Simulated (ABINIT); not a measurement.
Set up this calculation in ABINIT 10.8.3 (patched build), as the native input.

- Task: equation of state
- Functional: PBE
- Potentials or basis: SPMS NC PBE v1.0
- Cutoff: 599 eV
- k mesh: 9 × 9 × 9
- Occupations: fermi-dirac, width 0.05 eV
- Spin: no spin polarisation

Pb:

```
Pb
1.0
     0.00000    2.47502    2.47502
     2.47502    0.00000    2.47502
     2.47502    2.47502    0.00000
Pb
1
Cartesian
  0.0000 0.0000 0.0000
```

One way to write it, as run:

run.abi

```
# Datasets: one volume each
ndtset 7
getwfk -1
scalecart1 3*0.9795861087
scalecart2 3*0.9864848297
scalecart3 3*0.9932883884
scalecart4 3*1.0000000000
scalecart5 3*1.0066227096
scalecart6 3*1.0131594038
scalecart7 3*1.0196128224

# Pseudopotentials
pp_dirpath "./"
pseudos "82_Pb_14_3.0_3.1_pbe_n_v1.0.psp8"

# Structure
acell 6.6144323282 6.6144323282 6.6144323282
rprim
     0.0000000000     0.7071067812     0.7071067812
     0.7071067812     0.0000000000     0.7071067812
     0.7071067812     0.7071067812     0.0000000000
ntypat 1
znucl 82
natom 1
typat 1
xred
     0.0000000000     0.0000000000     0.0000000000

# Plane-wave basis
ecut 22.0

# k points
kptopt 1
ngkpt 9 9 9
nshiftk 1
shiftk 0.0 0.0 0.0

# Exchange and correlation
ixc 11

# Bands and occupations
nband 11
occopt 3
tsmear 0.05 eV

# SCF cycle
nstep 100
tolvrs 1.0e-10

# Output
iomode 3
prtwf 1
prtden 0
prteig 0
prtebands 0
enunit 2
```

Potentials or basis: SPMS NC PBE v1.0.

The run is started by

```console
$ abinit run.abi > log 2>&1
```

Results of the run:

```
Equilibrium volume                      : 31.87 Å³/atom
Bulk modulus                            : 40 GPa
Pressure derivative of the bulk modulus : 5.4
```

Caveat: pressures at fixed basis lie under the slope of the energies.

Run time: 47 s on 1 thread of Arm Neoverse V2, on a shared host, peak memory 0.11 GiB.
